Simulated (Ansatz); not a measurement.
Runs of Ansatz 0.2.0 on CoPtO2. It takes space group R-3m (No. 166, trigonal). Conventional cell: a = 2.825 Å, b = 2.825 Å, c = 17.818 Å, α = 90.00°, β = 90.00°, γ = 120.00°. Pt (site symmetry -3m) has 2 O at 2.00 Å as nearest neighbours. Around Co (site symmetry -3m) lie 6 O at 1.90 Å. O (site symmetry 3m) is surrounded by 3 Co at 1.90 Å and 1 Pt at 2.00 Å. The cell is a database's computed one.

```csv
task,level,potentials or basis,spin,k mesh,cutoff (eV),basis error allowed,V0 of scaled cells (Å³/atom),B0 (GPa)
equation of state,PBEsol,"all-electron LAPW, scalar-relativistic","collinear, ferromagnetic start",11 × 11 × 11,-,0.001 eV/atom,10.07,(b)
equation of state,PBEsol,"all-electron LAPW, scalar-relativistic","collinear, ferromagnetic start",11 × 11 × 11,-,0.002 eV/atom,10.07,(a)
equation of state,LDA,"all-electron LAPW, scalar-relativistic","collinear, ferromagnetic start",11 × 11 × 11,-,0.002 eV/atom,9.81,303
equation of state,PBE,"all-electron LAPW, scalar-relativistic","collinear, ferromagnetic start",11 × 11 × 11,-,0.001 eV/atom,10.50,242
```

Alike in all rows: cell as given; smearing fermi-dirac 0.05 eV.

Problem. Fill in the values left out.

Solution. (a) 276; (b) 277.

Caveats: the cell was scaled at fixed shape and fractional positions, which overstates the stiffness of a crystal with free parameters, most of all of layers and chains.

Not every run made on this cell is shown here.
